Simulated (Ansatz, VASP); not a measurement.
## Sr: VASP beside Ansatz

File INCAR:

```
SYSTEM = Sr
  ALGO = Fast
  EDIFF = 1E-7
  ENCUT = 520
  GGA = PS
  ISIF = 2
  ISMEAR = 0
  LASPH = .True.
  LCHARG = .True.
  LELF = .True.
  LREAL = .False.
  LVHAR = .True.
  LWAVE = .False.
  NBANDS = 11
  NELM = 100
  PREC = Accurate
  SIGMA = 0.1
```

KPOINTS

```
k-points
0
Gamma
  12 12 12
  0 0 0
```

Contents of POSCAR:

```
Sr
1.0
   -2.4096740000      2.4096740000      2.4096740000
    2.4096740000     -2.4096740000      2.4096740000
    2.4096740000      2.4096740000     -2.4096740000
Sr
1
Direct
    0.0000000000      0.0000000000      0.0000000000
```

Input for Ansatz:

```yaml
crystal:
  lattice:
    - [-2.409674, 2.409674, 2.409674]
    - [2.409674, -2.409674, 2.409674]
    - [2.409674, 2.409674, -2.409674]
  atoms:
    - { symbol: Sr, position: [0.0, 0.0, 0.0] }
basis:
  ecutwfc: 420
kpoints:
  mp_grid: { grid: [12, 12, 12] }
hamiltonian:
  xc: pbesol
scf:
  occupations: { method: gaussian, width: 0.1 }
output:
  forces: true
  stress: true
  eigenvalues: true
```

Alike in both runs: task single point; functional PBEsol; k mesh 12 × 12 × 12; occupations gaussian, width 0.1 eV; no spin polarisation.

|  | VASP | Ansatz |
| --- | --- | --- |
| version | VASP 6.6.1 | Ansatz 0.2.0 |
| potentials or method | VASP PAW PBE potentials, release 64 (Sr_sv) | scalar-relativistic, plane waves, PAW |
| plane-wave cutoff (eV) | 520 | 420 |
| valence electrons in the cell | 10 | 10 |

|  | VASP | Ansatz | Ansatz less VASP |
| --- | --- | --- | --- |
| gap on the k mesh at the Fermi level (eV) | none | none | - |
| pressure (GPa) | -1.0 | -1.0 | -0.01 |

A gap of «none» marks a metal or a gap that the smearing closes. With one functional, cell and mesh, what is left measures potentials, basis and numerics.

Caveats: the PAW data sets were made with another functional, which shifts forces and pressure a little (VASP).
